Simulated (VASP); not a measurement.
Set up this calculation in VASP 6.6.1, as the native input.

| Property | Result |
| --- | --- |
| Task | single point |
| Functional | PBE |
| Potentials or basis | VASP PAW PBE potentials, release 64 (Mg) |
| Cutoff | 520 eV |
| k mesh | 8 × 8 × 8 |
| Occupations | gaussian, width 0.1 eV |
| Spin | no spin polarisation |
| Dipole correction | no |
| Further INCAR settings | ALGO = Normal; EDIFF = 1e-06; NBANDS = 7 |

The structure of Mg lies in POSCAR:

```
Mg
1.0
   -1.7727644967      1.7727644967      1.7727644967
    1.7727644967     -1.7727644967      1.7727644967
    1.7727644967      1.7727644967     -1.7727644967
Mg
1
Direct
    0.0000000000      0.0000000000      0.0000000000
```

This isn't the form of Mg at room conditions, which is hcp.

One way to write it, as run:

INCAR

```
SYSTEM = Mg
PREC = Accurate
ENCUT = 520
EDIFF = 1E-6
ISMEAR = 0
SIGMA = 0.1
LREAL = .False.
LASPH = .True.
NELM = 60
ALGO = Normal
ISIF = 2
LWAVE = .False.
LCHARG = .True.
GGA = PE
LELF = .True.
LVHAR = .True.
NBANDS = 7
```

KPOINTS

```
Automatic mesh
0
Gamma
  8 8 8
  0 0 0
```

Potentials or basis: VASP PAW PBE potentials, release 64 (Mg).

Run with:

```sh
$ cat potpaw_PBE.64/Mg/POTCAR > POTCAR
$ mpirun -np 1 vasp_std > vasp.out
```

It gave:

* Pressure: 0.8 GPa
* Band gap on the k mesh: none (metal or under the smearing width)

It took 9.7 s on 1 thread of AMD EPYC 7R43 64-Core Processor (Zen 3), on a shared host, peak memory 0.1 GiB.
